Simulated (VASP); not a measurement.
The system is FeO (Wuestite).

```xyz
2
Lattice="0.0000 2.1554 2.1554 2.1554 0.0000 2.1554 2.1554 2.1554 0.0000" Properties=species:S:1:pos:R:3 pbc="T T T"
Fe    0.0000    0.0000    0.0000
O     2.1554    2.1554    2.1554
```

```yaml
Program: VASP 6.6.1
Task: relaxation of cell and atoms
Functional: LDA
Potentials_or_basis: VASP PAW LDA potentials, release 64 (Fe, O)
Cutoff: 600 eV
k_mesh: 8 × 8 × 8
Occupations: fermi-dirac, width 0.05 eV
Spin: collinear spin, ferromagnetic start
Starting_moments: "[3.0, 0.0] μB"
```

At the start: pressure -15.7 GPa; volume 10.01 Å³/atom.

Task: How do energy, volume and symmetry change on relaxing?

Result: Over 4 steps the energy falls by 47.5 meV/atom and the volume is 9.13 Å³/atom (-8.8 %); space group Fm-3m (No. 225, to 0.05 Å); moment 3.80 μB per cell.

The path:
| step | energy change (eV) | largest force (eV/Å) | pressure (GPa) | volume (Å³) |
| --- | --- | --- | --- | --- |
| 1 | 0.0000 | 0.0000 | -15.73 | 20.03 |
| 2 | -0.0678 | 0.0000 | 8.40 | 17.31 |
| 3 | -0.0950 | 0.0000 | 0.58 | 18.21 |
| 4 | -0.0951 | 0.0000 | -0.18 | 18.26 |

Final structure:
```
Fe O
1.0
     0.00000    2.09016    2.09016
     2.09016    0.00000    2.09016
     2.09016    2.09016    0.00000
Fe O
1 1
Direct
  0.00000 0.00000 0.00000
  0.50000 0.50000 0.50000
```

Caveat: a cell with one magnetic atom can't hold antiferromagnetic order, which such compounds often take.
